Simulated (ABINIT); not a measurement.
## AgBr (Bromargyrite): G0W0 with and without spin-orbit coupling

Aim: spinor G0W0 for AgBr (Bromargyrite) beside the scalar-relativistic result.

Main program and level: ABINIT 10.8.3; PBE and many-body steps on it, plane waves.

## Step 1: The structure

The structure is cubic, space group Fm-3m (No. 225). The conventional cell has a = 5.774 Å, b = 5.774 Å, c = 5.774 Å, α = 90.00°, β = 90.00°, γ = 90.00°. Nearest to Ag lie 6 Br at 2.89 Å. Br has 6 Ag at 2.89 Å nearest. Farther neighbours and most contacts between anions are not listed.

The cell and positions come from the Crystallography Open Database and are kept as given unless a step says otherwise.

## Step 2: Empty states on the mesh, 4×4×4 mesh, 114 bands

This step: ABINIT 10.8.3; DFT, PBE, plane waves, norm-conserving pseudopotentials.

The sums over transitions need many empty states on a uniform mesh; this step solves for them.

The input, run.abi:

```
acell 3*1.0 Angstrom
rprim 
  0.000000000000 2.887250000000 2.887250000000
  2.887250000000 0.000000000000 2.887250000000
  2.887250000000 2.887250000000 0.000000000000
ntypat 2
znucl 47 35
natom 2
typat 1 2
xred 
  0.000000000000 0.000000000000 0.000000000000
  0.500000000000 0.500000000000 0.500000000000
pp_dirpath "pseudos"
pseudos "Ag.upf, Br.upf"
ecut 37
ngkpt 4 4 4
nshiftk 1
shiftk 0 0 0
kptopt 1
chksymbreak 0
irdden 1
istwfk *1
nband 114
prtvol 0
optdriver 6
gwr_task "HDIAGO"
paral_kgb 0
occopt 1
indata_prefix "in"
outdata_prefix "out"
tmpdata_prefix "tmp"
```

Command:

```
$ OMP_NUM_THREADS=1 mpirun -n 8 abinit run.abi > log
```

Log:

```text
.Version 10.8.3 of ABINIT. v10.8.2 released Aug 2026.

 Symmetries : space group Fm -3 m (#225); Bravais cF (face-center cubic)
[... echo of the input left out ...]
== DATASET  1 ==================================================================
-   mpi_nproc: 8, omp_nthreads: 1 (-1 if OMP is not activated)

--- !DatasetInfo
iteration_state: {dtset: 1, }
dimensions: {natom: 2, nkpt: 8, mband: 114, nsppol: 1, nspinor: 1, nspden: 1, mpw: 3512, }
cutoff_energies: {ecut:  37.0, pawecutdg:  -1.0, }
[...]
Indirect band gap semiconductor
 Fundamental gap:     0.676 (eV)
   VBM:     4.662 (eV) at k: [ 5.0000E-01,  0.0000E+00,  0.0000E+00]
   CBM:     5.338 (eV) at k: [ 0.0000E+00,  0.0000E+00,  0.0000E+00]
 Direct gap:         2.544 (eV) at k: [ 0.0000E+00,  0.0000E+00,  0.0000E+00]

== END DATASET(S) ==============================================================
================================================================================

 -outvars: echo values of variables after computation  --------
           etotal      0.0000000000E+00
            nband         114
             nkpt           8
          spgroup         225
 [... the other variables as echoed above ...]

 Calculation completed.
```

Wall time 43 s (8 MPI ranks of Arm Neoverse V1, shared host); peak memory 5.7 GiB; 5.7 min of CPU time.

Numbers from this step:

* gap: 0.6764 eV
* k of the valence top: 0.5, 0, 0
* k of the conduction bottom: 0, 0, 0
* least direct gap: 2.544 eV
* k points computed: 8
* lowest point of the top converged band, above the valence top: 80.8682 eV

On this mesh the gap is 0.676 eV.

The density comes from a self-consistent run that is not shown.

## Step 3: Screening, 4×4×4 mesh, 106 bands, screening to 149.7 eV

The RPA dielectric matrix is built and inverted for each q.

This step: RPA screening on PBE, plane waves, norm-conserving pseudopotentials.

run.abi, as its differences from that of step 2:

```diff
@@ -20,10 +20,11 @@
 chksymbreak 0
-irdden 1
 istwfk *1
-nband 114
-prtvol 0
-optdriver 6
-gwr_task "HDIAGO"
-paral_kgb 0
 occopt 1
+irdwfk 1
+optdriver 3
+nband 106
+ecuteps 5.5
+inclvkb 0
+awtr 1
+symchi 1
 indata_prefix "in"
```

Log:

```text
.Version 10.8.3 of ABINIT. v10.8.2 released Aug 2026.

 Symmetries : space group Fm -3 m (#225); Bravais cF (face-center cubic)
[... echo of the input left out ...]
== DATASET  1 ==================================================================
-   mpi_nproc: 8, omp_nthreads: 1 (-1 if OMP is not activated)

--- !DatasetInfo
iteration_state: {dtset: 1, }
dimensions: {natom: 2, nkpt: 8, mband: 106, nsppol: 1, nspinor: 1, nspden: 1, mpw: 3512, }
cutoff_energies: {ecut:  37.0, pawecutdg:  -1.0, }
electrons: {nelect:   2.60000000E+01, charge:   0.00000000E+00, occopt:   1.00000000E+00, tsmear:   1.00000000E-02, }

 SCREENING: Calculation of the susceptibility and dielectric matrices

 Based on a program developped by R.W. Godby, V. Olevano, G. Onida, and L. Reining.
 Incorporated in ABINIT by V. Olevano, G.-M. Rignanese, and M. Torrent.
.Using double precision arithmetic ; gwpc =  8

[... cell and pseudopotentials left out ...]
--------------------------------------------------------------------------------

 ==== K-mesh for the wavefunctions ====
 Number of points in the irreducible wedge :     8
[... list of points left out ...]
 Together with 48 symmetry operations and time-reversal symmetry
 yields    64 points in the full Brillouin Zone.

 ==== Q-mesh for the screening function ====
 Number of points in the irreducible wedge :     8
[... list of points left out ...]
 Together with 48 symmetry operations and time-reversal symmetry
 yields    64 points in the full Brillouin Zone.

 setmesh: FFT mesh size selected  =    30x   30x   30
          total number of points  =        27000

 vcoul_init : cutoff-mode = AUXILIARY_FUNCTION
 q-points for optical limit:   1
     1)      0.000010    0.000020    0.000030

- screening: taking advantage of time-reversal symmetry
- Maximum band index for partially occupied states nbvw = 13
- Remaining bands to be divided among processors   nbcw = 93
- Number of bands treated by each node ~11

 Number of electrons calculated from density =   26.0000; Expected =   26.0000
 average of density, n =  0.080038
 r_s =    1.4395
 omega_plasma =   27.2899 [eV]

 calculating chi0 at frequencies [eV] :
  1    0.000000E+00    0.000000E+00
  2    0.000000E+00    2.728993E+01

--------------------------------------------------------------------------------
  q-point number  1        q = ( 0.000000, 0.000000, 0.000000) [r.l.u.]
--------------------------------------------------------------------------------
[... chi0 elements left out ...]
 For q-point:  0.000010 0.000020 0.000030
  dielectric constant =   6.7002
  dielectric constant without local fields =   7.2355

  Average fulfillment of the sum rule on Im[epsilon] for q-point    1 :     67.55  [%]
[... wings left out ...]
  q-point number  2        q = ( 0.250000, 0.000000, 0.000000) [r.l.u.]
--------------------------------------------------------------------------------
[... chi0 elements left out ...]
  Average fulfillment of the sum rule on Im[epsilon] for q-point    2 :     80.49  [%]

 [... 6 further q-points ...]
```

It took 17 s on 8 MPI ranks; peak memory 1.4 GiB.

This step gave:

```yaml
eps_infinity_with_local_fields_on_this_mesh_along_the_program_s_q_direction: 6.700
the_same_without_local_fields: 7.236
plasma_frequency: 27.29 eV
plane_waves_in_the_screening_matrix: 181
```

Local fields lower ε∞ by 7 %. On a Γ-centred mesh this coarse the value itself is usually too large, while a short band sum pulls it down.

## Step 4: Scalar-relativistic

The self-energy is evaluated for the states that the input lists, and the levels follow from it, in one-shot runs by the linearised quasiparticle equation.

This step: G0W0 on PBE, plane waves, norm-conserving pseudopotentials.

run.abi, as its differences from that of step 3:

```diff
@@ -23,8 +23,17 @@
 irdwfk 1
-optdriver 3
+optdriver 4
 nband 106
+gwcalctyp 0
+ecutsigx 37
+symsigma 1
+nkptgw 2
+kptgw 
+  0.5000000000 0.0000000000 0.0000000000
+  0.0000000000 0.0000000000 0.0000000000
+bdgw 
+  12 15
+  11 17
 ecuteps 5.5
-inclvkb 0
-awtr 1
-symchi 1
+irdscr 1
+ppmodel 1
 indata_prefix "in"
```

Log:

```text
.Version 10.8.3 of ABINIT. v10.8.2 released Aug 2026.

 Symmetries : space group Fm -3 m (#225); Bravais cF (face-center cubic)
[... echo of the input left out ...]
== DATASET  1 ==================================================================
-   mpi_nproc: 8, omp_nthreads: 1 (-1 if OMP is not activated)

--- !DatasetInfo
iteration_state: {dtset: 1, }
dimensions: {natom: 2, nkpt: 8, mband: 106, nsppol: 1, nspinor: 1, nspden: 1, mpw: 3512, }
cutoff_energies: {ecut:  37.0, pawecutdg:  -1.0, }
electrons: {nelect:   2.60000000E+01, charge:   0.00000000E+00, occopt:   1.00000000E+00, tsmear:   1.00000000E-02, }

 SIGMA: Calculation of the GW corrections

 Based on a program developped by R.W. Godby, V. Olevano, G. Onida, and L. Reining.
 Incorporated in ABINIT by V. Olevano, G.-M. Rignanese, and M. Torrent.
.Using double precision arithmetic ; gwpc =  8

[... cell and pseudopotentials left out ...]
--------------------------------------------------------------------------------

 ==== K-mesh for the wavefunctions ====
 Number of points in the irreducible wedge :     8
[... list of points left out ...]
 Together with 48 symmetry operations and time-reversal symmetry
 yields    64 points in the full Brillouin Zone.

 ==== Q-mesh for screening function ====
 Number of points in the irreducible wedge :     8
[... list of points left out ...]
 Together with 48 symmetry operations and time-reversal symmetry
 yields    64 points in the full Brillouin Zone.

 vcoul_init : cutoff-mode = AUXILIARY_FUNCTION
 q-points for optical limit:   1
     1)      0.000010    0.000020    0.000030
 setmesh: FFT mesh size selected  =    45x   45x   45
          total number of points  =        91125

 Number of electrons calculated from density =   26.0000; Expected =   26.0000
 average of density, n =  0.080038
 r_s =    1.4395
 omega_plasma =   27.2899 [eV]

 === KS Band Gaps ===
  >>>> For spin  1
   Minimum direct gap =   2.5442 [eV], located at k-point      :   0.0000  0.0000  0.0000
   Fundamental gap    =   0.6764 [eV], Top of valence bands at :   0.5000  0.0000  0.0000
                                       Bottom of conduction at :   0.0000  0.0000  0.0000
 SIGMA fundamental parameters:
 PLASMON POLE MODEL  1
 number of plane-waves for SigmaX                 3479
 number of plane-waves for SigmaC and W            181
 number of plane-waves for wavefunctions          3479
 number of bands                                   106
 number of independent spin polarizations            1
 number of spinorial components                      1
 number of k-points in IBZ                           8
 number of q-points in IBZ                           8
 number of symmetry operations                      48
 number of k-points in BZ                           64
 number of q-points in BZ                           64
 number of frequencies for dSigma/dE                 9
 frequency step for dSigma/dE [eV]                0.25
 number of omega for Sigma on real axis              0
 max omega for Sigma on real axis  [eV]           0.00
 zcut for avoiding poles [eV]                     0.10

 EPSILON^-1 parameters (SCR file):
 dimension of the eps^-1 matrix on file            181
 dimension of the eps^-1 matrix used               181
 number of plane-waves for wavefunctions          3479
 number of bands                                   106
 number of q-points in IBZ                           8
 number of frequencies                               2
 number of real frequencies                          1
 number of imag frequencies                          1

 matrix elements of self-energy operator (all in [eV])

 Perturbative Calculation

--- !SelfEnergy_ee
iteration_state: {dtset: 1, }
kpoint     : [   0.500,    0.000,    0.000, ]
spin       : 1
KS_gap     :    3.789
QP_gap     :    4.537
Delta_QP_KS:    0.748
data: !SigmaeeData |
     Band     E0 <VxcDFT>   SigX SigC(E0)      Z dSigC/dE  Sig(E)    E-E0       E
       12   4.662 -19.756 -24.013   3.484   0.798  -0.254 -20.373  -0.616   4.046
       13   4.662 -19.756 -24.013   3.484   0.798  -0.254 -20.373  -0.616   4.046
       14   8.451  -8.729  -4.696  -3.875   0.832  -0.202  -8.598   0.131   8.583
       15  11.151 -13.263  -7.266  -4.967   0.799  -0.252 -12.440   0.823  11.974

--- !SelfEnergy_ee
iteration_state: {dtset: 1, }
kpoint     : [   0.000,    0.000,    0.000, ]
spin       : 1
KS_gap     :    2.544
QP_gap     :    3.661
Delta_QP_KS:    1.116
data: !SigmaeeData |
     Band     E0 <VxcDFT>   SigX SigC(E0)      Z dSigC/dE  Sig(E)    E-E0       E
       11   2.794 -13.189 -16.662   2.461   0.797  -0.254 -13.995  -0.807   1.988
       12   2.794 -13.189 -16.662   2.461   0.797  -0.254 -13.995  -0.807   1.988
       13   2.794 -13.189 -16.662   2.461   0.797  -0.254 -13.995  -0.807   1.988
       14   5.338 -10.519  -6.429  -3.715   0.826  -0.211 -10.209   0.310   5.648
       15  14.594 -11.297  -6.448  -4.276   0.819  -0.221 -10.828   0.470  15.064
       16  14.594 -11.297  -6.448  -4.276   0.819  -0.221 -10.828   0.470  15.064
       17  14.594 -11.297  -6.448  -4.276   0.819  -0.221 -10.828   0.470  15.064

== END DATASET(S) ==============================================================
================================================================================

 -outvars: echo values of variables after computation  --------
           etotal      0.0000000000E+00
            nband         106
             nkpt           8
          spgroup         225
 [... the other variables as echoed above ...]

 Calculation completed.
```

Run time: 6 s. Hardware: 8 MPI ranks; peak memory 1.3 GiB.

Numbers from this step:

```
G0W0 gap on the points computed              : 1.602 eV
starting gap on the mesh                     : 0.6764 eV
k of the valence top                         : 0.5, 0, 0
k of the conduction bottom                   : 0, 0, 0
Z at the valence top                         : 0.798
Z at the conduction bottom                   : 0.826
least direct G0W0 gap on the computed points : 3.660 eV
```

The gap on the mesh goes from 0.68 eV to 1.60 eV, a correction of +0.93 eV.

## Step 5: Empty states on the mesh, 4×4×4 mesh, 220 bands

This step: DFT, PBE with spin-orbit coupling, plane waves, norm-conserving pseudopotentials.

run.abi, as its differences from that of step 4:

```diff
@@ -15,2 +15,3 @@
 ecut 37
+nspinor 2
 ngkpt 4 4 4
@@ -20,20 +21,10 @@
 chksymbreak 0
+irdden 1
 istwfk *1
+nband 220
+prtvol 0
+optdriver 6
+gwr_task "HDIAGO"
+paral_kgb 0
 occopt 1
-irdwfk 1
-optdriver 4
-nband 106
-gwcalctyp 0
-ecutsigx 37
-symsigma 1
-nkptgw 2
-kptgw 
-  0.5000000000 0.0000000000 0.0000000000
-  0.0000000000 0.0000000000 0.0000000000
-bdgw 
-  12 15
-  11 17
-ecuteps 5.5
-irdscr 1
-ppmodel 1
 indata_prefix "in"
```

Log:

```text
[banner, memory and clock lines left out]
.Version 10.8.3 of ABINIT. v10.8.2 released Aug 2026.

 Symmetries : space group Fm -3 m (#225); Bravais cF (face-center cubic)
[... echo of the input left out ...]
== DATASET  1 ==================================================================
-   mpi_nproc: 8, omp_nthreads: 1 (-1 if OMP is not activated)

--- !DatasetInfo
iteration_state: {dtset: 1, }
dimensions: {natom: 2, nkpt: 8, mband: 220, nsppol: 1, nspinor: 2, nspden: 1, mpw: 3512, }
cutoff_energies: {ecut:  37.0, pawecutdg:  -1.0, }
[...]
Integrated=    2.6000E+01

 === KS gaps after direct diagonalization ===
 Indirect band gap semiconductor
 Fundamental gap:     0.591 (eV)
   VBM:     4.753 (eV) at k: [ 5.0000E-01,  0.0000E+00,  0.0000E+00]
   CBM:     5.344 (eV) at k: [ 0.0000E+00,  0.0000E+00,  0.0000E+00]
 Direct gap:         2.367 (eV) at k: [ 0.0000E+00,  0.0000E+00,  0.0000E+00]

== END DATASET(S) ==============================================================

 -outvars: echo values of variables after computation  --------
           etotal      0.0000000000E+00
            nband         220
             nkpt           8
          spgroup         225
 [... the other variables as echoed above ...]

 Calculation completed.
```

Run time: 4.9 min. Hardware: 8 MPI ranks; peak memory 21 GiB.

This step gave:

```yaml
gap: 0.5912 eV
k_of_the_valence_top: 0.5, 0, 0
k_of_the_conduction_bottom: 0, 0, 0
least_direct_gap: 2.367 eV
k_points_computed: 8
lowest_point_of_the_top_converged_band_above_the_valence_top: 80.7771 eV
```

On this mesh the gap is 0.591 eV.

The density comes from a self-consistent run that is not shown, made with spin-orbit coupling and fully relativistic files.

## Step 6: Screening, 4×4×4 mesh, 212 bands, screening to 149.7 eV

This step: RPA screening on PBE with spin-orbit coupling, plane waves, norm-conserving pseudopotentials.

run.abi, as its differences from that of step 5:

```diff
@@ -21,10 +21,11 @@
 chksymbreak 0
-irdden 1
 istwfk *1
-nband 220
-prtvol 0
-optdriver 6
-gwr_task "HDIAGO"
-paral_kgb 0
 occopt 1
+irdwfk 1
+optdriver 3
+nband 212
+ecuteps 5.5
+inclvkb 0
+awtr 1
+symchi 1
 indata_prefix "in"
```

Log:

```text
.Version 10.8.3 of ABINIT. v10.8.2 released Aug 2026.

 Symmetries : space group Fm -3 m (#225); Bravais cF (face-center cubic)
[... echo of the input left out ...]
== DATASET  1 ==================================================================
-   mpi_nproc: 8, omp_nthreads: 1 (-1 if OMP is not activated)

--- !DatasetInfo
iteration_state: {dtset: 1, }
dimensions: {natom: 2, nkpt: 8, mband: 212, nsppol: 1, nspinor: 2, nspden: 1, mpw: 3512, }
cutoff_energies: {ecut:  37.0, pawecutdg:  -1.0, }
electrons: {nelect:   2.60000000E+01, charge:   0.00000000E+00, occopt:   1.00000000E+00, tsmear:   1.00000000E-02, }

 SCREENING: Calculation of the susceptibility and dielectric matrices

 Based on a program developped by R.W. Godby, V. Olevano, G. Onida, and L. Reining.
 Incorporated in ABINIT by V. Olevano, G.-M. Rignanese, and M. Torrent.
.Using double precision arithmetic ; gwpc =  8

[... cell and pseudopotentials left out ...]
--------------------------------------------------------------------------------

 ==== K-mesh for the wavefunctions ====
 Number of points in the irreducible wedge :     8
[... list of points left out ...]
 Together with 48 symmetry operations and time-reversal symmetry
 yields    64 points in the full Brillouin Zone.

 ==== Q-mesh for the screening function ====
 Number of points in the irreducible wedge :     8
[... list of points left out ...]
 Together with 48 symmetry operations and time-reversal symmetry
 yields    64 points in the full Brillouin Zone.

 setmesh: FFT mesh size selected  =    30x   30x   30
          total number of points  =        27000

 vcoul_init : cutoff-mode = AUXILIARY_FUNCTION
 q-points for optical limit:   1
     1)      0.000010    0.000020    0.000030

- screening: taking advantage of time-reversal symmetry
- Maximum band index for partially occupied states nbvw = 26
- Remaining bands to be divided among processors   nbcw = 186
- Number of bands treated by each node ~23

 Number of electrons calculated from density =   26.0000; Expected =   26.0000
 average of density, n =  0.080038
 r_s =    1.4395
 omega_plasma =   27.2899 [eV]

 calculating chi0 at frequencies [eV] :
  1    0.000000E+00    0.000000E+00
  2    0.000000E+00    2.728993E+01

--------------------------------------------------------------------------------
  q-point number  1        q = ( 0.000000, 0.000000, 0.000000) [r.l.u.]
--------------------------------------------------------------------------------
[... chi0 elements left out ...]
 For q-point:  0.000010 0.000020 0.000030
  dielectric constant =   6.7605
  dielectric constant without local fields =   7.2960

  Average fulfillment of the sum rule on Im[epsilon] for q-point    1 :     67.59  [%]
[... wings left out ...]
  q-point number  2        q = ( 0.250000, 0.000000, 0.000000) [r.l.u.]
--------------------------------------------------------------------------------
[... chi0 elements left out ...]
  Average fulfillment of the sum rule on Im[epsilon] for q-point    2 :     80.79  [%]

 [... 6 further q-points ...]
```

Elapsed: 2.6 min, on 8 MPI ranks; peak memory 3.6 GiB; 21 min of CPU time.

This step gave:

```yaml
eps_infinity_with_local_fields_on_this_mesh_along_the_program_s_q_direction: 6.761
the_same_without_local_fields: 7.296
plasma_frequency: 27.29 eV
plane_waves_in_the_screening_matrix: 181
```

[end of part 1 of 2]

[Paths, hosts, dates, memory and timing lines, banners, echoed tables and standing remarks are left out of the program output.]

[Logs are printed without paths, hosts, clocks, repeated set-up lines and the standing remarks that a program may print on its own settings, such as how far it seeks lower states.]

[Runs of the session that timed out or met a known fault of the program may be left out.]

[Hosts, paths, dates, database ids (printed as entryN), source tags and the programs' standing remarks are cut or masked in the printed files.]

[G0W0 gaps are taken among the corrected bands and points alone; a level outside them can change the order at an edge.]

[Where Ansatz stands beside ABINIT at settings called matched, ABINIT's density can come from a denser mesh and the files from another edition; pairs whose starting gaps differed by over 0.03 eV were left out, so agreement reads better than it is.]
